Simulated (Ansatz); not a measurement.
**Li₂Se: single point, PBEsol (computed with Ansatz 0.2.0, plane waves, PAW)**

```cif
data_structure
_symmetry_space_group_name_H-M 'Fm-3m'
_symmetry_Int_Tables_number 225
_cell_length_a 5.9917
_cell_length_b 5.9917
_cell_length_c 5.9917
_cell_angle_alpha 90.000
_cell_angle_beta 90.000
_cell_angle_gamma 90.000
_cell_volume 215.10
loop_
_atom_site_label
_atom_site_type_symbol
_atom_site_symmetry_multiplicity
_atom_site_Wyckoff_symbol
_atom_site_fract_x
_atom_site_fract_y
_atom_site_fract_z
_atom_site_occupancy
Li1 Li 8 c 0.25000 0.75000 0.75000 1
Se1 Se 4 a 0.00000 0.00000 0.00000 1
```

Run with:

```bash
ansatz run input.yaml --threads 4 --pin off --max-ram 8192MiB --backend cpu --events-out ev --progress --plain --runs-dir out
```

The input:

```yaml
crystal:
  lattice:
    - [0.0, 2.9958376483, 2.9958376483]
    - [2.9958376483, 0.0, 2.9958376483]
    - [2.9958376483, 2.9958376483, 0.0]
  atoms:
    - { symbol: Li, position: [0.25, 0.25, 0.25] }
    - { symbol: Li, position: [0.75, 0.75, 0.75] }
    - { symbol: Se, position: [0.0, 0.0, 0.0] }
basis:
  ecutwfc: 420
  ecutrho_ratio: 4
kpoints:
  mp_grid: { grid: [8, 8, 8] }
hamiltonian:
  xc: pbesol
scf:
  occupations: { method: gaussian, width: 0.05 }
output:
  forces: true
  stress: true
  eigenvalues: true
```

Output (shortened):

```
Engine: ansatz 0.2.0, aarch64-unknown-linux-gnu
Crystal: 3 atoms, lattice volume = 53.776 Å³
Basis set: ecut = 420 eV, 1067 PW (Γ), exchange–correlation on 60×60×60 points (8 copies of the dense FFT grid, shifted against one another)
Bands: 15, of which v1, the nominal top of the filled ones, is band 11 counted from 1 (10 counted from 0)
Symmetry: 48 space group operations
Space group: Fm-3m (ITA 225), of the structure as read, at distance tolerance 3.8e-5 Å
k-points: 29 of 512
Initial wavefunctions: pseudopotential atomic-orbital guess
Functional: x = pbesol(κ = 0.804, μ = 0.12345679012345678), c = pbesol(β = 0.046)
SCF iter   1: F=—  HF=-5833.973936 eV  |F-HF|=—  |Δ(HF+E_count)|=         —  Δρ=1.88e-3  dr2=1.51e-3  ethr=1.77e-3  ⟨swp⟩=5.2  Hψ=1964  notcnv=0
preconditioner: auto → none  [insulator: Δε(μ)=2.822 eV  Ē_g=10.345 eV  σ=0.050 eV  W_gap=1.00  n_scr=14 (ndim 8)  ℏωp=14.3 eV  f_vac=0.048  D(μ)=0.00/eV (n_scr^D=0)  ε∞_Penn≈2.9]
SCF iter   2: F=—  HF=-5833.972389 eV  |F-HF|=—  |Δ(HF+E_count)|=   1.55e-3  Δρ=8.22e-4  dr2=2.56e-4  ethr=6.86e-6  ⟨swp⟩=2.0  Hψ=855  notcnv=0
SCF iter   3: F=—  HF=-5833.972241 eV  |F-HF|=—  |Δ(HF+E_count)|=   1.48e-4  Δρ=1.81e-4  dr2=1.47e-5  ethr=1.16e-6  ⟨swp⟩=2.0  Hψ=609  notcnv=0
SCF iter   4: F=—  HF=-5833.972240 eV  |F-HF|=—  |Δ(HF+E_count)|=   7.05e-7  Δρ=1.73e-4  dr2=2.92e-5  ethr=6.69e-8  ⟨swp⟩=2.0  Hψ=754  notcnv=0
SCF iter   5: F=—  HF=-5833.972226 eV  |F-HF|=—  |Δ(HF+E_count)|=   1.36e-5  Δρ=1.13e-5  dr2=1.53e-7  ethr=6.69e-8  ⟨swp⟩=2.0  Hψ=754  notcnv=0
SCF iter   6: F=-5833.972226 eV  HF=-5833.972226 eV  |F-HF|=2.17e-9  |Δ(HF+E_count)|=   5.10e-8  Δρ=1.66e-6  dr2=2.85e-9  ethr=4.55e-10  ⟨swp⟩=4.9  Hψ=1828  notcnv=0
SCF 1 converged in 6 iterations: F = -5833.972226 eV  dr2 = 2.85e-9
  greatest PAW one-centre occupation: 1.000 electrons in one spin orbital (limit 2), on the Se atom at site 2 (counted from 0), in its partial waves of l = 2
SCF converged after 6 iterations
Free energy (F): -5833.972226 eV
Harris-Foulkes:  -5833.972226 eV  (|F-HF|=2.17e-9)
Internal energy: -5833.972226 eV  (E = F + TS)
E sigma→0 (E₀):  -5833.972226 eV
Fermi energy:    4.794799 eV
--- Forces (eV/Å), atoms counted from 1 ---
  atom   1  Li     0.00000000    -0.00000000    -0.00000000
  atom   2  Li     0.00000000     0.00000000    -0.00000000
  atom   3  Se    -0.00000000     0.00000000    -0.00000000
--- Stress (GPa, compression-positive) ---
       -0.785600      -0.000000       0.000000
       -0.000000      -0.785600       0.000000
        0.000000       0.000000      -0.785600
  P = ⅓ Tr σ = -0.7856 GPa (-7.856 kbar)
```

In short: gap on the mesh 2.84 eV; pressure -0.8 GPa; this cell is a step in a search for zero pressure at this level, not its equilibrium.

Time: 0.58 s on 4 threads of Arm Neoverse V1, on a shared host, peak memory 0.33 GiB.

Caveats: the cell typed comes from this study's own search for zero pressure.
